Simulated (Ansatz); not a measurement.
Runs of Ansatz 0.2.0 on TiC. Symmetry: Fm-3m, No. 225, cubic system. Conventional cell: a = 4.331 Å, b = 4.331 Å, c = 4.331 Å, α = 90.00°, β = 90.00°, γ = 90.00°. Ti (site symmetry m-3m) has 6 C at 2.17 Å as nearest neighbours. Around C (site symmetry m-3m) lie 6 Ti at 2.17 Å. The cell is a database's computed one.

| task | level | k mesh | cutoff (eV) | points for each segment of the path | q mesh | mesh quality | gap on the mesh (eV) | pressure (GPa) | V0 of scaled cells (Å³/atom) | B0 (GPa) |
| --- | --- | --- | --- | --- | --- | --- | --- | --- | --- | --- |
| band structure | PBEsol | 6 × 6 × 6 | 420 | 14 | - | coarse | none | (a) | - | - |
| band structure | LDA | 11 × 11 × 11 | 420 | 14 | - | not flagged | none | -12.6 | - | - |
| single point | r2SCAN0 | 6 × 6 × 6 | 500 | - | - | coarse | none | -4.9 | - | - |
| band structure | r2SCAN | 11 × 11 × 11 | 500 | 14 | - | not flagged | none | -0.7 | - | - |
| band structure | PBE | 6 × 6 × 6 | 420 | 14 | - | coarse | none | 0.3 | - | - |
| band structure | r2SCAN | 6 × 6 × 6 | 500 | 14 | - | coarse | none | -0.5 | - | - |
| equation of state | r2SCAN | 11 × 11 × 11 | 500 | - | - | not flagged | - | - | (d) | (b) |
| band structure | HSE06 | 6 × 6 × 6 | 420 | 4 | - | coarse | none | -4.7 | - | - |
| equation of state | PBE | 11 × 11 × 11 | 420 | - | - | not flagged | - | - | 10.17 | (c) |
| band structure | BLYP | 6 × 6 × 6 | 420 | 14 | - | coarse | none | 8.3 | - | - |
| band structure | RPBE | 6 × 6 × 6 | 420 | 14 | - | coarse | none | 4.9 | - | - |
| phonons | PBEsol | 10 × 10 × 10 | 420 | 8 | 2 × 2 × 2 | not flagged | none | - | - | - |

Alike in all rows: potentials or basis Ansatz PAW; no spin polarisation; cell as given; smearing fermi-dirac 0.05 eV.

Q: Fill in the values left out.

A: (a) -6.7; (b) 262; (c) 250; (d) 10.13.

Caveats: some runs use coarse meshes; the PAW data sets come from PBE, with cores solved anew for the run's functional, which leaves a small shift of forces and pressure (some runs); the thresholds are loose for stress (some runs); the PAW data sets were made with another functional, which shifts forces and pressure a little (some runs).

A gap of «none» marks a metal or a gap under the smearing width.
